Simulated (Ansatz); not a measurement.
# TlBr: the cost of one run

Method: reference: DFT, PBEsol, plane waves, PAW, in Ansatz 0.2.0.

3 further runs of the same task are left out: 3 that didn't finish.

### Step 1. The system as given

It takes space group Pm-3m (No. 221, cubic). Conventional cell: a = 3.946 Å, b = 3.946 Å, c = 3.946 Å, α = 90.00°, β = 90.00°, γ = 90.00°. Around Tl (site symmetry m-3m) lie 8 Br at 3.42 Å. Around Br (site symmetry m-3m) lie 8 Tl at 3.42 Å.

Structure file:

```cif
data_structure
_symmetry_space_group_name_H-M 'Pm-3m'
_symmetry_Int_Tables_number 221
_cell_length_a 3.9462
_cell_length_b 3.9462
_cell_length_c 3.9462
_cell_angle_alpha 90.000
_cell_angle_beta 90.000
_cell_angle_gamma 90.000
_cell_volume 61.45
loop_
_atom_site_label
_atom_site_type_symbol
_atom_site_symmetry_multiplicity
_atom_site_Wyckoff_symbol
_atom_site_fract_x
_atom_site_fract_y
_atom_site_fract_z
_atom_site_occupancy
Tl1 Tl 1 a 0.00000 0.00000 0.00000 1
Br1 Br 1 b 0.50000 0.50000 0.50000 1
```

### Step 2. The reference run

input.yaml

```yaml
crystal:
  lattice:
    - [3.9461933093, 0.0, 0.0]
    - [0.0, 3.9461933093, 0.0]
    - [0.0, 0.0, 3.9461933093]
  atoms:
    - { symbol: Tl, position: [0.0, 0.0, 0.0] }
    - { symbol: Br, position: [0.5, 0.5, 0.5] }
kpoints:
  mp_grid: { grid: [4, 4, 4] }
hamiltonian:
  xc: pbesol
scf:
  occupations: { method: fixed }
  n_extra_bands: 4
output:
  forces: true
  stress: true
  eigenvalues: true
  write_density: true
  write_potential: true
  elf: true
  volumetric_format: npy
```

Command:

```sh
$ ansatz run input.yaml --threads 4 --pin off --max-ram 3686MiB --backend cpu --events-out ev --progress --plain --runs-dir out
```

What time and memory should one allow on 4 threads of an x86-64 CPU, shared host?

About 1 s, with a peak of 0.44 GiB.
